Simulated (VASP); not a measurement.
Crystal: Ru.

```
CELL_PARAMETERS angstrom
0.00000 1.91500 1.91500
1.91500 0.00000 1.91500
1.91500 1.91500 0.00000
ATOMIC_POSITIONS crystal
Ru 0.00000 0.00000 0.00000
```

This isn't the form of Ru at room conditions, which is hcp.

```yaml
Program: VASP 6.6.1
Task: relaxation of cell and atoms
Functional: rSCAN
Dispersion: D3(BJ)
Potentials_or_basis: VASP PAW PBE potentials, release 64 (Ru)
Cutoff: 580 eV
k_mesh: 9 × 9 × 9
Occupations: gaussian, width 0.05 eV
Spin: spin-orbit coupling, no magnetisation
```

At the start: pressure -14.9 GPa; volume 14.05 Å³/atom.

Where does the relaxation end?

Over 4 steps the energy falls by 32.6 meV/atom and the volume is 13.39 Å³/atom (-4.7 %); space group Fm-3m (No. 225, to 0.05 Å).

Step by step:
| step | energy change (eV) | largest force (eV/Å) | pressure (GPa) | volume (Å³) |
| --- | --- | --- | --- | --- |
| 1 | 0.0000 | 0.0000 | -14.88 | 14.05 |
| 2 | 0.3197 | 0.0000 | 71.36 | 11.56 |
| 3 | -0.0325 | 0.0000 | -0.98 | 13.42 |
| 4 | -0.0326 | 0.0000 | -0.16 | 13.39 |

Final structure:
```
CELL_PARAMETERS angstrom
0.00000 1.88450 1.88450
1.88450 0.00000 1.88450
1.88450 1.88450 0.00000
ATOMIC_POSITIONS crystal
Ru 0.00000 0.00000 0.00000
```

Caveat: the PAW data sets were made with another functional, which shifts forces and pressure a little.
